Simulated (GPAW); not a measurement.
Runs of GPAW 26.7.0 on SnSe2. The structure is trigonal, space group P-3m1 (No. 164). The conventional cell has a = 3.811 Å, b = 3.811 Å, c = 6.136 Å, α = 90.00°, β = 90.00°, γ = 120.00°. Sn (site symmetry -3m) is surrounded by 6 Se at 2.68 Å. Se (site symmetry 3m) is surrounded by 3 Sn at 2.68 Å. 

```csv
cell,target pressure,gap on the mesh (eV),pressure (GPa),largest force (eV/Å)
relaxed to 5 GPa,5 GPa,(a),5.1,0.01
relaxed,-,0.62,0.0,0.02
relaxed to 20 GPa,20 GPa,none,20.1,-
relaxed to 2 GPa,2 GPa,0.46,2.0,-
relaxed to 30 GPa,30 GPa,none,30.0,0.01
```

Alike in all rows: task relaxation of cell and atoms; level PBEsol; potentials or basis PAW data sets generated in the run's folder for this functional, pw; no spin polarisation; k mesh 6 × 6 × 3; cutoff (eV) 600; smearing fermi-dirac 0.05 eV.

Estimate the missing entries.

(a) 0.15.

Caveats: later steps reuse the first step's grids; this functional lacks dispersion, which binds the layers, so the pressure and a relaxed spacing across them are unreliable; spin-orbit coupling is left out, which moves the levels of the heavy elements (some runs); an odd mesh through Γ misses points on the zone boundary, where band edges often lie (some runs).

A k mesh can miss the band edges, and the runs leave out spin-orbit coupling on Se, Sn.

A gap of «none» marks a metal or a gap under the smearing width.

Runs at the PBE level aren't shown here.
